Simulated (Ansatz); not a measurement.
**C2H2Cl2 (cis-1,2-Dichloroethene): entropy by statistical mechanics**

A singlet with charge 0, relaxed at PBE0-D4/def2-TZVP (Ansatz 0.2.0):

```xyz
6

Cl    0.7154   -1.8746   -0.4482
C     0.6418   -0.2234   -0.0289
C    -0.4756    0.4757    0.1008
Cl   -2.0467   -0.1465   -0.1276
H     1.6028    0.2461    0.1336
H    -0.4377    1.5228    0.3703
```

Harmonic wavenumbers in cm⁻¹: 165, 429, 586, 718, 742, 879, 916, 1209, 1317, 1672, 3217, 3238.

Masses in u: Cl 35.45, C 12.011, H 1.008. Take T = 298.15 K, p = 1 bar, R = 8.3145 J/(mol K), kT/hc = 207.22 cm⁻¹, rigid rotor and harmonic oscillator.

Problem. Work out S° at 298 K.

Solution. 
1. Translation (Sackur–Tetrode): S = R[3/2 ln M + 5/2 ln T − 1.1517] with M = 96.938 gives 165.9 J/(mol K).
2. Rotation: principal moments 42.851, 203.465, 246.316 u Å² give A, B, C = 0.3934, 0.0829, 0.0684 cm⁻¹; the symmetry number is σ = 2; q = (√π/σ)√((kT/hc)³/ABC) = 55972; S = R(ln q + 3/2) = 103.4.
3. Vibration: with u = ν̃/207.22, each mode gives R[u/(eᵘ − 1) − ln(1 − e⁻ᵘ)]; the sum is 19.8, most from 165 cm⁻¹ (10.4), 429 cm⁻¹ (3.6), 586 cm⁻¹ (2.0).
4. Electronic: R ln 1 = 0.0, from the spin multiplicity alone.
5. Sum: 165.9 + 103.4 + 19.8 + 0.0 = 289.1 J/(mol K).

The tabulated value is 289.6 J/(mol K) (CRC Handbook of Chemistry and Physics): the model is off by -0.5. Where a soft mode is a torsion, a harmonic oscillator describes it poorly.
